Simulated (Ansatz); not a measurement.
# Nb2NOS MXene monolayer in a perpendicular field, part 2 of 2

Aim: how the Nb2NOS MXene monolayer screens a field along its normal, and what the field does to its bands. A positive field points along +c.

Ansatz 0.2.0; plane-wave DFT, PBE-D3(BJ), Ansatz PAW (the session's first sound run).

So far. Step 11 (Relaxing in the field, field -0.1 V/Å): The dipole is -0.0351 e·Å, -0.0323 e·Å from its value without field.

**12. Response, atoms relaxed (continued)**

Local field over the applied field, running mean. From the potentials at -0.1 and 0.1 V/Å; running mean over 2.5 Å. The local field over applied field by z:

| z (Å) | local field over applied field |
| --- | --- |
| 4.03 | 1.000 |
| 4.46 | 0.999 |
| 4.90 | 0.998 |
| 5.19 | 0.996 |
| 5.62 | 0.989 |
| 6.05 | 0.971 |
| 6.48 | 0.930 |
| 6.91 | 0.846 |
| 7.20 | 0.765 |
| 7.63 | 0.627 |
| 8.07 | 0.479 |
| 8.50 | 0.338 |
| 8.93 | 0.210 |
| 9.36 | 0.0991 |
| 9.65 | 0.0466 |
| 10.08 | 0.0261 |
| 10.51 | 0.0316 |
| 10.95 | 0.0490 |
| 11.38 | 0.0592 |
| 11.67 | 0.0116 |
| 12.10 | -0.101 |
| 12.53 | -0.122 |
| 12.96 | 0.0239 |
| 13.39 | 0.0932 |
| 13.68 | 0.0803 |
| 14.12 | 0.250 |
| 14.55 | 0.536 |
| 14.98 | 0.752 |
| 15.41 | 0.754 |
| 15.84 | 0.813 |
| 16.13 | 0.918 |
| 16.56 | 0.973 |
| 17.00 | 0.991 |
| 17.43 | 0.997 |
| 17.86 | 0.999 |
| 18.15 | 1.000 |
| 18.58 | 1.000 |
| 19.01 | 1.000 |

Electrons, planar mean, per unit field. Induced electron density against z:

| z (Å) | induced electron density (e/Å³ per V/Å) |
| --- | --- |
| 4.5 | 3.4e-6 |
| 5.0 | 1.1e-5 |
| 5.5 | 3.7e-5 |
| 6.0 | 1.2e-4 |
| 6.5 | 3.5e-4 |
| 7.0 | 9.7e-4 |
| 7.5 | 0.00234 |
| 8.0 | 0.00390 |
| 8.5 | 0.00246 |
| 9.0 | 7.4e-4 |
| 9.5 | -5.7e-4 |
| 10.0 | -0.00480 |
| 10.5 | -0.00106 |
| 11.0 | 0.00234 |
| 11.5 | -0.00159 |
| 12.0 | -0.00273 |
| 12.5 | -0.0119 |
| 13.0 | 0.00231 |
| 13.5 | 0.0276 |
| 14.0 | 0.00609 |
| 14.5 | -0.0194 |
| 15.0 | -0.00551 |
| 15.5 | -0.00149 |
| 16.0 | -4.1e-4 |
| 16.5 | -1.2e-4 |
| 17.0 | -3.3e-5 |
| 17.5 | -8.6e-6 |
| 18.0 | -1.7e-6 |

The induced dipole is that of a conductor 6.71 Å thick.

**13. A changed input**

This step: plane-wave DFT, PBE-D3(BJ), Ansatz PAW (Ansatz 0.2.0).

An input spoilt on purpose, to show how the run answers: it repeats the earlier run at 0.1 V/Å with efield.ramp_width from 0.1254 to 0.9, and scf.max_iter set to 50.

The input, input.yaml:

```yaml
crystal:
  lattice:
    - [3.1822196657, 0.0, 0.0]
    - [-1.5911098328, 2.7558830709, 0.0]
    - [0.0, 0.0, 23.0450666077]
  atoms:
    - { symbol: S, position: [0.3333333333, 0.6666666667, 0.3905391186] }
    - { symbol: Nb, position: [0.6666666667, 0.3333333333, 0.4616782243] }
    - { symbol: "N", position: [0.0, 0.0, 0.5153875851] }
    - { symbol: Nb, position: [0.3333333333, 0.6666666667, 0.5642088702] }
    - { symbol: O, position: [0.6666666667, 0.3333333333, 0.6094608814] }
kpoints:
  mp_grid: { grid: [18, 18, 1] }
  band_path:
    path: [[0, 0, 0], [0.5, 0, 0], [0.33333333, 0.33333333, 0], [0, 0, 0]]
    npoints: 16
hamiltonian:
  xc: pbe
  dispersion: d3bj
scf:
  occupations: { method: fermi_dirac, width: 0.02585 }
  convergence: { dr2_threshold: 1.0e-10 }
  max_iter: 50
efield:
  axis: 3
  dipole_correction: true
  ramp_position: 0.9288
  ramp_width: 0.9
  amplitude: 0.1
output:
  write_potential: true
  write_density: true
  volumetric_format: npy
```

The run is started by

```bash
> ansatz run input.yaml --threads 4 --pin off --max-ram 6144MiB --backend cpu --events-out ev --progress --plain --runs-dir out
```

Wall time 0.13 s (4 threads of AMD EPYC 9R45 (Zen 5), shared host); peak memory 0.36 GiB.

The input was rejected at the start.

The program's message: “Error: efield: ion 0 (S) at fractional coordinate 0.3905 along the field axis lies inside the sawtooth ramp with 2 of the planes that the density is read on at each end, [0.9163, 0.8413] — the ramp mu …”

The fault put into the input: a ramp so wide that it reaches the atoms.

**14. A changed input: magnetization = {"spin_polarized": true}**

This step: plane-wave DFT, PBE-D3(BJ), Ansatz PAW, but for the change named below (Ansatz 0.2.0).

Another changed input: it repeats the earlier run at 0.1 V/Å with magnetization to spin_polarized: true.

input.yaml, the sections that differ from step 13:

```yaml
crystal:
  lattice:
    - [3.1822196657, 0.0, 0.0]
    - [-1.5911098328, 2.7558830709, 0.0]
    - [0.0, 0.0, 23.0450666077]
  atoms:
    - { symbol: S, position: [0.3333333333, 0.6666666667, 0.3905391186], spin: 3.0 }
    - { symbol: Nb, position: [0.6666666667, 0.3333333333, 0.4616782243], spin: 2.0 }
    - { symbol: "N", position: [0.0, 0.0, 0.5153875851], spin: 3.0 }
    - { symbol: Nb, position: [0.3333333333, 0.6666666667, 0.5642088702], spin: 2.0 }
    - { symbol: O, position: [0.6666666667, 0.3333333333, 0.6094608814], spin: 1.0 }
scf:
  occupations: { method: fermi_dirac, width: 0.02585 }
  convergence: { dr2_threshold: 1.0e-10 }
efield:
  axis: 3
  dipole_correction: true
  ramp_position: 0.9288
  ramp_width: 0.1254
  amplitude: 0.1
magnetization:
  spin_polarized: true
# kpoints, hamiltonian, output: as in step 13
```

The job ended after 7.7 s (4 threads; peak memory 0.93 GiB).

This step gave:

```yaml
energy_at_zero_smearing: -10964.3346 eV
dipole_along_the_normal: 0.02887 e·Å
```

Deep bands are left out, so band numbers here count from the lowest band kept and differ from the log's. The electronic bands at the labelled points (eV, zero at the Fermi level; # counts the bands kept):

| point | up #10 | up #11 | up #12 | up #13 | down #10 | down #11 | down #12 | down #13 |
| --- | --- | --- | --- | --- | --- | --- | --- | --- |
| Γ | -1.05 | -1.05 | -0.55 | 1.07 | -1.05 | -1.05 | -0.55 | 1.07 |
| halfway | -1.77 | 0.22 | 0.54 | 1.10 | -1.77 | 0.22 | 0.54 | 1.10 |
| M | -2.05 | 0.84 | 1.36 | 1.46 | -2.05 | 0.84 | 1.36 | 1.46 |
| halfway | -1.21 | 0.78 | 1.01 | 1.59 | -1.21 | 0.78 | 1.01 | 1.59 |
| K | -0.35 | 0.22 | 0.61 | 1.82 | -0.35 | 0.22 | 0.61 | 1.82 |
| halfway | -0.94 | -0.65 | 1.24 | 1.54 | -0.94 | -0.65 | 1.24 | 1.54 |
| Γ | -1.05 | -1.05 | -0.55 | 1.07 | -1.05 | -1.05 | -0.55 | 1.07 |

| quantity | this run | earlier run | difference |
| --- | --- | --- | --- |
| dipole along the normal (e·Å) | 0.02887 | 0.02887 | 3.0e-7 |

The dipole moves by under 0.5 % or 5e-5 e·Å. The run took 13 SCF cycles against 15.

Of the bands kept, 4 cross the Fermi level on this path, both spins counted.

**15. Outcome**

| Quantity | Value |
| --- | --- |
| gap without field | none |
| work function, upper face | 5.48 eV |
| step between the vacuum levels | 0.0570 eV |
| equivalent conductor thickness, atoms held | 6.53 Å |
| equivalent conductor thickness, atoms relaxed | 6.71 Å |

The induced dipole equals that of a perfect conductor 6.53 Å thick, while the outer atoms lie 5.05 Å apart. The two faces differ: the vacuum level above lies 0.06 eV higher than the one below. Letting the atoms follow the field adds 0.18 Å to the equivalent conductor thickness: the ionic part of the response. There is no gap over 0.03 eV, with or without the field. The first relaxation ran with spin and lost its moment, and the later runs have none; other magnetic states were not tried. Spin-orbit coupling is left out. The MXene's terminations sit over the metal atoms of its far layer; the site over carbon or nitrogen, which some compounds prefer, was not run.

[Logs are printed without paths, hosts, clocks, repeated set-up lines and the standing remarks that a program may print on its own settings, such as how far it seeks lower states.]

[Hosts, paths, dates, database ids (printed as entryN), source tags and the programs' standing remarks are cut or masked in the printed files.]

[Maps of the electrostatic potential energy from Ansatz leave out the sawtooth potential of an applied field or a dipole correction, so their vacuum need not be flat; planar profiles and work functions include it.]
